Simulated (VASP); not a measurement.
# PbSe (Pm-3m) in VASP: a series of runs

One crystal, PbSe, is run at these levels: PBEsol; tasks: single point.

Program: VASP 6.6.1. These are calculated values, not measurements. Logs are shortened: lines on timing, memory, paths and dates and some standing lists are left out, and cuts for length are marked.

## (1) Starting point

It takes space group Pm-3m (No. 221, cubic). The conventional cell has a = 3.784 Å, b = 3.784 Å, c = 3.784 Å, α = 90.00°, β = 90.00°, γ = 90.00°. Pb (site symmetry m-3m) is surrounded by 8 Se at 3.28 Å. Se (site symmetry m-3m) is surrounded by 8 Pb at 3.28 Å.

Measurements of this composition are mostly on another form, of space group No. 225.

## (2) Single point, PBEsol

Contents of INCAR:

```
SYSTEM = PbSe
  ADDGRID = .False.
  ALGO = Normal
  EDIFF = 1E-6
  ENCUT = 520
  GGA = PS
  ISIF = 2
  ISMEAR = 0
  LASPH = .True.
  LCHARG = .False.
  LREAL = Auto
  LWAVE = .False.
  NELM = 100
  PREC = Accurate
  SIGMA = 0.05
```

Contents of KPOINTS:

```
k-points
0
Gamma
  7 7 7
  0 0 0
```

Contents of POSCAR:

```
PbSe
1.0
    3.7843220000      0.0000000000      0.0000000000
    0.0000000000      3.7843220000      0.0000000000
    0.0000000000      0.0000000000      3.7843220000
Pb Se
1 1
Direct
    0.0000000000      0.0000000000      0.0000000000
    0.5000000000      0.5000000000      0.5000000000
```

Potentials or basis: VASP PAW PBE potentials, release 64 (Pb_d, Se).

On the command line:

```bash
> cat potpaw_PBE.64/Pb_d/POTCAR potpaw_PBE.64/Se/POTCAR > POTCAR
> mpirun -np 1 vasp_std > vasp.out
```

OUTCAR:

```text
SYSTEM = PbSe
   EDIFF = 1E-6
   ENCUT = 520
   GGA = PS
   ISIF = 2
   ISMEAR = 0
   LASPH = .True.
   LREAL = Auto
   NELM = 100
   PREC = Accurate

 Found     20 irreducible k-points:

 Following reciprocal coordinates:
            Coordinates               Weight
  0.000000  0.000000  0.000000      1.000000
  0.142857  0.000000  0.000000      6.000000
  0.285714  0.000000  0.000000      6.000000
  0.428571  0.000000  0.000000      6.000000
  0.142857  0.142857  0.000000     12.000000
  0.285714  0.142857  0.000000     24.000000
   k-points           NKPTS =     20   k-points in BZ     NKDIM =     20   number of bands    NBANDS=     14
   number of dos      NEDOS =    301   number of ions     NIONS =      2
   total plane-waves  NPLWV =  21952
   dimension x,y,z NGX =    28 NGY =   28 NGZ =   28
   dimension x,y,z NGXF=    56 NGYF=   56 NGZF=   56
   ions per type =               1   1
   NGX,Y,Z   is equivalent  to a cutoff of  12.30, 12.30, 12.30 a.u.
   NGXF,Y,Z  is equivalent  to a cutoff of  24.60, 24.60, 24.60 a.u.
 SYSTEM =  PbSe
   PREC   = accura    normal or accurate (medium, high low for compatibility)
   ISTART =      0    job   : 0-new  1-cont  2-samecut
   ICHARG =      2    charge: 1-file 2-atom 10-const
   ISPIN  =      1    spin polarized calculation?
   LNONCOLLINEAR =      F non collinear calculations
   LSORBIT =      F    spin-orbit coupling
   LASPH  =      T    aspherical Exc in radial PAW
   ENCUT  =  520.0 eV  38.22 Ry    6.18 a.u.   7.04  7.04  7.04*2*pi/ulx,y,z
   NELM   =    100;   NELMIN=  2; NELMDL= -5     # of ELM steps
   EDIFF  = 0.1E-05   stopping-criterion for ELM
   LREAL  =      T    real-space projection
   EDIFFG = 0.1E-04   stopping-criterion for IOM
   NSW    =      0    number of steps for IOM
   IBRION =     -1    ionic relax: 0-MD 1-quasi-New 2-CG
   NFREE  =      0    steps in history (QN), initial steepest desc. (CG)
   ISIF   =      2    stress and relaxation
   ISYM   =      2    0-nonsym 1-usesym 2-fastsym
   POTIM  = 0.5000    time-step for ionic-motion
   TEBEG  =    0.0;   TEEND  =   0.0 temperature during run
   PSTRESS=    0.0 pullay stress
   NELECT =      20.0000    total number of electrons
   NUPDOWN=      -1.0000    fix difference up-down
   EMIN   =  10.00;   EMAX   =-10.00  energy-range for DOS
   EFERMI =   0.00;   METHOD = LEGACY
   ISMEAR =     0;   SIGMA  =   0.05  broadening in eV -4-tet -1-fermi 0-gaus
   EFERMI_NEDOS =   21; number of points for ismear=-14 and -15
   IALGO  =     38    algorithm
   IMIX   =      4    mixing-type and parameters
     AMIX     =   0.40;   BMIX     =  1.00
     AMIX_MAG =   1.60;   BMIX_MAG =  1.00
  volume/ion in A,a.u.               =      27.10       182.87
  Fermi-wavevector in a.u.,A,eV,Ry     =   1.174258  2.219025 18.760817  1.378881
  Thomas-Fermi vector in A             =   2.310658
   LORBIT       =      0    0 simple, 1 ext, 2 COOP (PROOUT), +10 PAW based schemes
   GGA     = PS    functional components
   LHFCALC =     F    Hartree Fock is set to
   AEXX    =    0.0000 exact exchange contribution
   IVDW    =     0    specifies the selected vdW correction
   LEPSILON=     F    determine dielectric tensor
   LRPA    =     F    only Hartree local field effects (RPA)
 non-spin polarized calculation
 Gauss-broadening in eV      SIGMA  =   0.05
  energy-cutoff  :      520.00
  volume of cell :       54.20
 maximum number of plane-waves:      1474
   NGX = 15   NGY = 15   NGZ = 15

 number of electron      20.0000009 magnetization

 Free energy of the ion-electron system (eV)
  ---------------------------------------------------
  ext. energy  EPLUGINS =         0.00000000
  ---------------------------------------------------
  free energy    TOTEN  =        -8.47244409 eV

  energy without entropy =       -8.47080779  energy(sigma->0) =       -8.47162594

 E-fermi :   5.1177     XC(G=0): -10.1238

 val. band max:        5.0509131274   @ k =   0.2857   0.1429   0.1429
 cond. band min:       5.1388185354   @ k =   0.4286   0.4286   0.0000
 fundamental gap:      0.0879054079
 Fermi energy:         5.1176997586

 k-point     1 :       0.0000    0.0000    0.0000
  band No.  band energies     occupation
      1     -11.6431      2.00000
      2     -11.6431      2.00000
      3     -11.4926      2.00000
      4     -11.4926      2.00000
      5     -11.4926      2.00000
      6      -8.0468      2.00000
      7      -1.9000      2.00000
      8       3.6796      2.00000
      9       3.6796      2.00000
     10       3.6796      2.00000
     11      10.2303      0.00000
     12      10.2303      0.00000
     13      11.2243      0.00000
     14      11.2243      0.00000

 k-point     2 :       0.1429    0.0000    0.0000
  band No.  band energies     occupation
      1     -11.6418      2.00000
      2     -11.6210      2.00000
      3     -11.5008      2.00000
      4     -11.5008      2.00000
      5     -11.4919      2.00000
      6      -7.8986      2.00000
      7      -2.1974      2.00000
      8       3.5855      2.00000
      9       3.8539      2.00000
     10       3.8539      2.00000
     11       9.5482      0.00000
     12      10.3880      0.00000
     13      10.7443      0.00000
     14      10.7443      0.00000

 k-point     3 :       0.2857    0.0000    0.0000
  band No.  band energies     occupation
      1     -11.6389      2.00000
      2     -11.5715      2.00000
      3     -11.5192      2.00000
      4     -11.5192      2.00000
      5     -11.4903      2.00000
      6      -7.5016      2.00000
      7      -2.9504      2.00000
      8       3.7280      2.00000
      9       4.3180      2.00000
     10       4.3180      2.00000
     11       7.5898      0.00000
     12       9.6535      0.00000
     13       9.6535      0.00000
     14      10.8450      0.00000

 k-point     4 :       0.4286    0.0000    0.0000
  band No.  band energies     occupation
      1     -11.6365      2.00000
      2     -11.5338      2.00000
      3     -11.5338      2.00000
      4     -11.5321      2.00000
      5     -11.4890      2.00000
      6      -7.0722      2.00000
      7      -3.6705      2.00000
      8       4.4502      2.00000
      9       4.8187      2.00000
     10       4.8187      2.00000
     11       5.8079      0.00000
     12       8.7105      0.00000
     13       8.7105      0.00000
     14      11.4636      0.00000

 k-point     5 :       0.1429    0.1429    0.0000
  band No.  band energies     occupation
      1     -11.6303      2.00000
      2     -11.6088      2.00000
      3     -11.5110      2.00000
      4     -11.5007      2.00000
      5     -11.4992      2.00000
      6      -7.7530      2.00000
      7      -2.3739      2.00000
      8       2.9200      2.00000
      9       4.0152      2.00000
     10       4.4805      2.00000
     11       8.5916      0.00000
     12      10.1856      0.00000
     13      10.4478      0.00000
     14      11.1540      0.00000

 k-point     6 :       0.2857    0.1429    0.0000
  band No.  band energies     occupation
      1     -11.6237      2.00000
      2     -11.5624      2.00000
      3     -11.5335      2.00000
      4     -11.5180      2.00000
      5     -11.4979      2.00000
      6      -7.3669      2.00000
      7      -2.9104      2.00000
      8       2.6364      2.00000
      9       4.4383      2.00000
     10       4.9439      2.00000
     11       6.9550      0.00000
     12       9.6585      0.00000
     13       9.7093      0.00000
     14      11.7072      0.00000

 [... further k-points ...]

------------------------ aborting loop because EDIFF is reached ----------------------------------------

  FORCE on cell =-STRESS in cart. coord.  units (eV):
  Direction    XX          YY          ZZ          XY          YZ          ZX
  --------------------------------------------------------------------------------------
  -------------------------------------------------------------------------------------
  Total       -1.0949901     -1.0949901     -1.0949901     -0.0000000     -0.0000000     -0.0000000
  in kB      -32.3710308    -32.3710308    -32.3710308     -0.0000000     -0.0000000     -0.0000000
  external PRESSURE =     -32.3710308 kB  Pullay stress =       0.0000000 kB

 VOLUME and BASIS-vectors are now :
 -----------------------------------------------------------------------------
  energy-cutoff  :      520.00
  volume of cell :       54.20
      direct lattice vectors                 reciprocal lattice vectors
     3.784322000  0.000000000  0.000000000     0.264248127  0.000000000  0.000000000
     0.000000000  3.784322000  0.000000000     0.000000000  0.264248127  0.000000000
     0.000000000  0.000000000  3.784322000     0.000000000  0.000000000  0.264248127

 POSITION                                       TOTAL-FORCE (eV/Angst)
 -----------------------------------------------------------------------------------
      0.00000      0.00000      0.00000         0.000000      0.000000      0.000000
      1.89216      1.89216      1.89216         0.000000      0.000000      0.000000
 -----------------------------------------------------------------------------------
    total drift:                               -0.000000      0.000000     -0.000000

  FREE ENERGIE OF THE ION-ELECTRON SYSTEM (eV)
  ---------------------------------------------------
  free  energy   TOTEN  =        -8.4724440892 eV

  energy  without entropy=       -8.4708077907  energy(sigma->0) =       -8.47162594
```

Run time: 16 s. Hardware: 1 thread of Intel Xeon Platinum 8488C (Sapphire Rapids), shared host; peak memory 0.16 GiB.

These settings aren't checked as converged: the numbers below hold their error.

Results:

* Free energy: -8.4724 eV
* Pressure: -3.2 GPa
* Band gap on the k mesh: none (metal or under the smearing width)

Caveat: the PAW data sets were made with another functional, which shifts forces and pressure a little.

## (3) Single point, PBEsol

INCAR is that of step 2.

KPOINTS is that of step 2.

Contents of POSCAR:

```
PbSe
1.0
    3.7843220000      0.0000000000      0.0000000000
    0.0000000000      3.7843220000      0.0000000000
    0.0000000000      0.0000000000      3.7843220000
Pb Se
1 1
Direct
    0.0499830000      0.0304240000      0.0268320000
    0.4857650000      0.4915870000      0.4882140000
```

Potentials or basis: VASP PAW PBE potentials, release 64 (Pb_d, Se).

On the command line:

```bash
> cat potpaw_PBE.64/Pb_d/POTCAR potpaw_PBE.64/Se/POTCAR > POTCAR
> mpirun -np 1 vasp_std > vasp.out
```

Run time: 99 s. Hardware: 1 thread of Intel Xeon Platinum 8488C (Sapphire Rapids), shared host; peak memory 0.21 GiB.

The run converged, but some of its settings lie outside the range that counts as converged, so its numbers aren't taken as properties of the crystal.

What came out:

| Property | Result |
| --- | --- |
| Free energy | -8.5098 eV |
| Pressure | -1.8 GPa |
| Largest force | 0.189 eV/Å |
| Band gap on the k mesh | none (metal or under the smearing width) |

Caveat: the PAW data sets were made with another functional, which shifts forces and pressure a little.

## (4) For comparison

An earlier run on the cell as given: functional PBE; potentials or basis VASP PAW PBE potentials, release 64 (Pb_d, Se); cutoff 520 eV; k mesh 7 × 7 × 7; occupations fermi-dirac, width 0.05 eV; no spin polarisation.

* Pressure: -0.2 GPa
* Band gap on the k mesh: none (metal or under the smearing width)
